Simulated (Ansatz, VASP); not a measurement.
## Two plane-wave programs on Os

INCAR

```
SYSTEM = Os
PREC = Accurate
ENCUT = 520
EDIFF = 1E-6
ISMEAR = 0
SIGMA = 0.15
LREAL = .FALSE.
LASPH = .TRUE.
NELM = 60
ALGO = Fast
ISIF = 2
LWAVE = .FALSE.
LCHARG = .FALSE.
GGA = PS
NBANDS = 10
```

The input KPOINTS:

```
regular mesh
0
G
  20 20 20
  0 0 0
```

POSCAR

```
Os
1.0
    0.0000000000      1.9450000000      1.9450000000
    1.7991250000      0.0000000000      1.9450000000
    1.7991250000      1.9450000000      0.0000000000
Os
1
Direct
    0.0000000000      0.0000000000      0.0000000000
```

Input for Ansatz:

```yaml
crystal:
  lattice:
    - [0.0, 1.945, 1.945]
    - [1.799125, 0.0, 1.945]
    - [1.799125, 1.945, 0.0]
  atoms:
    - { symbol: Os, position: [0.0, 0.0, 0.0] }
basis:
  ecutwfc: 420
kpoints:
  mp_grid: { grid: [20, 20, 20] }
hamiltonian:
  xc: pbesol
scf:
  occupations: { method: gaussian, width: 0.15 }
output:
  forces: true
  stress: true
  eigenvalues: true
  write_density: true
  write_potential: true
  elf: true
  volumetric_format: npy
```

Change from the starting cell: strain -0.0750 x Voigt [1, 0, 0, 0, 0, 0], atoms carried along.

Alike in both runs: task single point; functional PBEsol; k mesh 20 × 20 × 20; occupations gaussian, width 0.15 eV; no spin polarisation.

```csv
,VASP,Ansatz
version,VASP 6.6.1,Ansatz 0.2.0
potentials or method,"VASP PAW PBE potentials, release 64 (Os)","scalar-relativistic, plane waves, PAW"
plane-wave cutoff (eV),520,420
valence electrons in the cell,8,16
```

Ansatz gave:

* gap on the k mesh at the Fermi level (eV): none
* pressure (GPa): 12.0
* largest component of the traceless stress (GPa): 21.02

Q: Estimate VASP's values.

A: gap on the k mesh at the Fermi level (eV): none; pressure (GPa): 13.0; largest component of the traceless stress (GPa): 21.00.

A gap of «none» marks a metal or a gap that the smearing closes. The functional is the same, so the differences come from potentials, cutoffs and numerics. The two sets of potentials don't hold the same shells in valence.

Caveats: the PAW data sets were made with another functional, which shifts forces and pressure a little (VASP). The runs have no spin-orbit coupling, so splittings on Os are missing.
